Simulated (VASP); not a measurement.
# CoO (P3m1) in VASP: notebook

The runs below take CoO through single point, with PBE, AM05.

Everything below comes from runs of VASP 6.6.1. Logs are shortened: lines on timing, memory, paths and dates and some standing lists are left out, and cuts for length are marked.

### 1 The structure

Symmetry: P6_3mc, No. 186, hexagonal system. The conventional cell has a = 3.198 Å, b = 3.198 Å, c = 5.229 Å, α = 90.00°, β = 90.00°, γ = 120.00°. Around Co (site symmetry 3m) lie 4 O at 1.93 to 1.97 Å. O (site symmetry 3m) is surrounded by 4 Co at 1.93 to 1.97 Å.

Measurements of this composition are mostly on another form, of space group No. 225.

### 2 Single point, PBE, collinear spin, ferromagnetic start

INCAR

```
PREC = Accurate ; ENCUT = 500
EDIFF = 1E-7 ; ISMEAR = 0
SIGMA = 0.1 ; LREAL = F
LASPH = T ; NELM = 100
ALGO = Fast ; ISIF = 2
LWAVE = F ; LCHARG = T
ISPIN = 2 ; MAGMOM = 2 2 0 0
LORBIT = 11 ; LMAXMIX = 4
GGA = PE ; LELF = T
LVHAR = T
```

KPOINTS

```
Automatic mesh
0
Gamma
  10 10 5
```

POSCAR

```
CoO
1.0
    3.1976457435      0.0000000000      0.0000000000
   -1.5988228718      2.7692424462      0.0000000000
    0.0000000000      0.0000000000      5.2287097100
Co O
2 2
Direct
    0.3333333333      0.6666666667      0.5033624100
    0.0000000000      0.0000000000      0.0034741400
    0.3333333333      0.6666666667      0.8715556000
    0.0000000000      0.0000000000      0.3716088500
```

Potentials or basis: VASP PAW PBE potentials, release 64 (Co, O).

On the command line:

```sh
$ cat potpaw_PBE.64/Co/POTCAR potpaw_PBE.64/O/POTCAR > POTCAR
$ mpirun -np 1 vasp_std > vasp.out
```

OUTCAR:

```text
PREC = Accurate
   ENCUT = 500
   EDIFF = 1E-7
   ISMEAR = 0
   LREAL = F
   LASPH = T
   NELM = 100
   ISIF = 2
   ISPIN = 2
   LORBIT = 11
   GGA = PE

 ion  position               nearest neighbor table
   1  0.333  0.667  0.503-   3 1.93   4 1.97   4 1.97   4 1.97
   2  0.000  0.000  0.003-   4 1.92   3 1.97   3 1.97   3 1.97
   3  0.333  0.667  0.872-   1 1.93   2 1.97   2 1.97   2 1.97
   4  0.000  0.000  0.372-   2 1.92   1 1.97   1 1.97   1 1.97

  LATTYP: Found a hexagonal cell.
 ALAT       =     3.1976457435
 C/A-ratio  =     1.6351747909

  Lattice vectors:

 A1 = (   3.1976457435,   0.0000000000,   0.0000000000)
 A2 = (  -1.5988228718,   2.7692424462,   0.0000000000)
 A3 = (   0.0000000000,   0.0000000000,   5.2287097100)

Analysis of symmetry for initial positions (statically):
=====================================================================
 Subroutine PRICEL returns:
 Original cell was already a primitive cell.

 Routine SETGRP: Setting up the symmetry group for a
 hexagonal supercell.

 Subroutine GETGRP returns: Found  6 space group operations
 (whereof  6 operations were pure point group operations)
 out of a pool of 24 trial point group operations.

The static configuration has the point symmetry C_3v.

Analysis of symmetry for dynamics (positions and initial velocities):
=====================================================================
 Subroutine PRICEL returns:
 Original cell was already a primitive cell.

 Routine SETGRP: Setting up the symmetry group for a
 hexagonal supercell.

 Subroutine GETGRP returns: Found  6 space group operations
 (whereof  6 operations were pure point group operations)
 out of a pool of 24 trial point group operations.

The dynamic configuration has the point symmetry C_3v.

Analysis of structural, dynamic, and magnetic symmetry:
=====================================================================
 Subroutine PRICEL returns:
 Original cell was already a primitive cell.

 Routine SETGRP: Setting up the symmetry group for a
 hexagonal supercell.

 Subroutine GETGRP returns: Found  6 space group operations
 (whereof  6 operations were pure point group operations)
 out of a pool of 24 trial point group operations.

The overall configuration has the point symmetry C_3v.

 Subroutine INISYM returns: Found  6 space group operations
 (whereof  6 operations are pure point group operations),
 and found     1 'primitive' translations

----------------------------------------------------------------------------------------

                                     Primitive cell

  volume of cell :      46.3005

  direct lattice vectors                    reciprocal lattice vectors
     3.197645743  0.000000000  0.000000000     0.312730077  0.180554794  0.000000000
    -1.598822872  2.769242446  0.000000000     0.000000000  0.361109588  0.000000000
     0.000000000  0.000000000  5.228709710     0.000000000  0.000000000  0.191251773

  length of vectors
     3.197645743  3.197645744  5.228709710     0.361109588  0.361109588  0.191251773

  position of ions in fractional coordinates (direct lattice)
     0.333333333  0.666666667  0.503362410
     0.000000000  0.000000000  0.003474140
     0.333333333  0.666666667  0.871555600
     0.000000000  0.000000000  0.371608850

  ion indices of the primitive-cell ions
   primitive index   ion index
                 1           1
                 2           2
                 3           3
                 4           4

----------------------------------------------------------------------------------------

 KPOINTS: Automatic mesh

Automatic generation of k-mesh.
 Grid dimensions read from file:
 generate k-points for:   10   10    5

 Generating k-lattice:

  Cartesian coordinates                     Fractional coordinates (reciprocal lattice)
     0.031273008  0.018055479  0.000000000     0.100000000 -0.000000000  0.000000000
     0.000000000  0.036110959  0.000000000     0.000000000  0.100000000  0.000000000
     0.000000000  0.000000000  0.038250355     0.000000000  0.000000000  0.200000000

  Length of vectors
     0.036110959  0.036110959  0.038250355

  Shift w.r.t. Gamma in fractional coordinates (k-lattice)
     0.000000000  0.000000000  0.000000000

 Subroutine IBZKPT returns following result:
 ===========================================

 Found     58 irreducible k-points:

 Following reciprocal coordinates:
            Coordinates               Weight
  0.000000  0.000000  0.000000      1.000000
  0.100000  0.000000  0.000000      6.000000
  0.200000  0.000000  0.000000      6.000000
  0.300000  0.000000  0.000000      6.000000
  0.400000  0.000000  0.000000      6.000000
  0.500000  0.000000  0.000000      3.000000
[... 16 lines left out ...]
  0.000000  0.400000  0.200000      6.000000
  0.500000  0.000000  0.200000      6.000000
 [... further k-points ...]
   k-points           NKPTS =     58   k-points in BZ     NKDIM =     58   number of bands    NBANDS=     21
   number of dos      NEDOS =    301   number of ions     NIONS =      4
   total plane-waves  NPLWV =  23040
   dimension x,y,z NGX =    24 NGY =   24 NGZ =   40
   dimension x,y,z NGXF=    48 NGYF=   48 NGZF=   80
   ions per type =               2   2
   NGX,Y,Z   is equivalent  to a cutoff of  12.48, 12.48, 12.72 a.u.
   NGXF,Y,Z  is equivalent  to a cutoff of  24.96, 24.96, 25.44 a.u.
 SYSTEM =  unknown system
   PREC   = accura    normal or accurate (medium, high low for compatibility)
   ISTART =      0    job   : 0-new  1-cont  2-samecut
   ICHARG =      2    charge: 1-file 2-atom 10-const
   ISPIN  =      2    spin polarized calculation?
   LNONCOLLINEAR =      F non collinear calculations
   LSORBIT =      F    spin-orbit coupling
   LASPH  =      T    aspherical Exc in radial PAW
   ENCUT  =  500.0 eV  36.75 Ry    6.06 a.u.   5.83  5.83  9.53*2*pi/ulx,y,z
   NELM   =    100;   NELMIN=  2; NELMDL= -5     # of ELM steps
   EDIFF  = 0.1E-06   stopping-criterion for ELM
   LREAL  =      F    real-space projection
   EDIFFG = 0.1E-05   stopping-criterion for IOM
   NSW    =      0    number of steps for IOM
   IBRION =     -1    ionic relax: 0-MD 1-quasi-New 2-CG
   NFREE  =      0    steps in history (QN), initial steepest desc. (CG)
   ISIF   =      2    stress and relaxation
   ISYM   =      2    0-nonsym 1-usesym 2-fastsym
   POTIM  = 0.5000    time-step for ionic-motion
   TEBEG  =    0.0;   TEEND  =   0.0 temperature during run
   PSTRESS=    0.0 pullay stress
   NELECT =      30.0000    total number of electrons
   NUPDOWN=      -1.0000    fix difference up-down
   EMIN   =  10.00;   EMAX   =-10.00  energy-range for DOS
   EFERMI =   0.00;   METHOD = LEGACY
   ISMEAR =     0;   SIGMA  =   0.10  broadening in eV -4-tet -1-fermi 0-gaus
   EFERMI_NEDOS =   21; number of points for ismear=-14 and -15
   IALGO  =     68    algorithm
   IMIX   =      4    mixing-type and parameters
     AMIX     =   0.40;   BMIX     =  1.00
     AMIX_MAG =   1.60;   BMIX_MAG =  1.00
  volume/ion in A,a.u.               =      11.58        78.11
  Fermi-wavevector in a.u.,A,eV,Ry     =   1.416620  2.677023 27.304329  2.006812
  Thomas-Fermi vector in A             =   2.537935
   LORBIT       =     11    0 simple, 1 ext, 2 COOP (PROOUT), +10 PAW based schemes
   GGA     = PE    functional components
   LHFCALC =     F    Hartree Fock is set to
   AEXX    =    0.0000 exact exchange contribution
   IVDW    =     0    specifies the selected vdW correction
   LEPSILON=     F    determine dielectric tensor
   LRPA    =     F    only Hartree local field effects (RPA)
 spin polarized calculation
 RMM-DIIS sequential band-by-band and
 Gauss-broadening in eV      SIGMA  =   0.10
  energy-cutoff  :      500.00
  volume of cell :       46.30
 maximum number of plane-waves:      1187
   NGX = 11   NGY = 11   NGZ = 19

 number of electron      30.0000008 magnetization       5.8735878

 Free energy of the ion-electron system (eV)
  ---------------------------------------------------
  ext. energy  EPLUGINS =         0.00000000
  ---------------------------------------------------
  free energy    TOTEN  =       -26.62008721 eV

  energy without entropy =      -26.61073980  energy(sigma->0) =      -26.61541350

 E-fermi :   6.0164     XC(G=0): -11.1102

 val. band max:        6.0147233227   @ k =   0.4000   0.2000   0.0000
 cond. band min:       6.0264200505   @ k =   0.1000   0.0000   0.0000
 fundamental gap:      0.0116967278
 Fermi energy:         6.0163578291

 spin component 1

 k-point     1 :       0.0000    0.0000    0.0000
  band No.  band energies     occupation
      1     -13.9665      1.00000
      2     -13.3363      1.00000
      3      -0.9971      1.00000
      4      -0.2184      1.00000
      5      -0.0556      1.00000
      6      -0.0556      1.00000
[... 550 lines left out ...]
      5       0.1794      1.00000
      6       0.2679      1.00000
[... 13 lines left out ...]
     20      11.8435      0.00000
     21      13.3185      0.00000

 [... further k-points ...]

 spin component 2

 k-point     1 :       0.0000    0.0000    0.0000
  band No.  band energies     occupation
      1     -13.4095      1.00000
      2     -12.7468      1.00000
      3      -0.4586      1.00000
      4       1.0880      1.00000
      5       1.2391      1.00000
      6       1.2391      1.00000
[... 550 lines left out ...]
      5       0.9578      1.00000
      6       1.3616      1.00000
[... 13 lines left out ...]
     20      12.6947      0.00000
     21      14.3461      0.00000

 [... further k-points ...]

------------------------ aborting loop because EDIFF is reached ----------------------------------------

  FORCE on cell =-STRESS in cart. coord.  units (eV):
  Direction    XX          YY          ZZ          XY          YZ          ZX
  --------------------------------------------------------------------------------------
  -------------------------------------------------------------------------------------
  Total        0.1191393      0.1191393      1.0804802     -0.0000000     -0.0000000     -0.0000000
  in kB        4.1226810      4.1226810     37.3888016     -0.0000000     -0.0000000     -0.0000000
  external PRESSURE =      15.2113879 kB  Pullay stress =       0.0000000 kB

 VOLUME and BASIS-vectors are now :
 -----------------------------------------------------------------------------
  energy-cutoff  :      500.00
  volume of cell :       46.30
      direct lattice vectors                 reciprocal lattice vectors
     3.197645743  0.000000000  0.000000000     0.312730077  0.180554794  0.000000000
    -1.598822872  2.769242446  0.000000000     0.000000000  0.361109588  0.000000000
     0.000000000  0.000000000  5.228709710     0.000000000  0.000000000  0.191251773

 POSITION                                       TOTAL-FORCE (eV/Angst)
 -----------------------------------------------------------------------------------
     -0.00000      1.84616      2.63194        -0.000000     -0.000000     -0.304190
      0.00000      0.00000      0.01817         0.000000     -0.000000     -0.311222
     -0.00000      1.84616      4.55711        -0.000000     -0.000000      0.308207
      0.00000      0.00000      1.94303         0.000000      0.000000      0.307205
 -----------------------------------------------------------------------------------
    total drift:                               -0.000000     -0.000001     -0.000759

  FREE ENERGIE OF THE ION-ELECTRON SYSTEM (eV)
  ---------------------------------------------------
  free  energy   TOTEN  =       -26.6200872092 eV

  energy  without entropy=      -26.6107397994  energy(sigma->0) =      -26.61541350

 total charge

# of ion       s       p       d       tot
------------------------------------------
    1        0.348   0.435   7.190   7.973
    2        0.348   0.435   7.190   7.973
    3        1.552   3.447   0.000   5.000
    4        1.552   3.447   0.000   5.000
--------------------------------------------------
tot          3.801   7.764  14.380  25.946

 magnetization (x)

# of ion       s       p       d       tot
------------------------------------------
    1        0.016   0.060   2.427   2.503
    2        0.016   0.060   2.427   2.503
    3        0.022   0.292   0.000   0.313
    4        0.022   0.292   0.000   0.313
--------------------------------------------------
tot          0.076   0.703   4.854   5.633
```

Run time: 4.9 min. Hardware: 1 thread of AMD EPYC 7R43 (Zen 3), shared host; peak memory 0.19 GiB.

What came out:

```yaml
Free_energy: -26.6201 eV
Pressure: 1.5 GPa
Largest_force: 0.311 eV/Å
Band_gap_on_the_k_mesh: none (metal or under the smearing width)
Net_moment: 5.87 μB per cell
Site_moments: Co +2.50; O +0.31 μB
Valence_electrons_inside_the_program's_atomic_spheres: Co 7.97; O 5.00
```

Forces on the atoms (eV/Å):
```
Co   0.000  0.000 -0.304
Co   0.000  0.000 -0.311
O    0.000  0.000  0.308
O    0.000  0.000  0.307
```

Stress tensor (GPa, compression positive):
```
0.41 0.00 0.00
0.00 0.41 0.00
0.00 0.00 3.74
```

Caveat: semilocal functionals often make such compounds metallic where correlation or magnetic order opens a gap, which also shifts bond lengths.

(Part 1 of 2 ends here.)
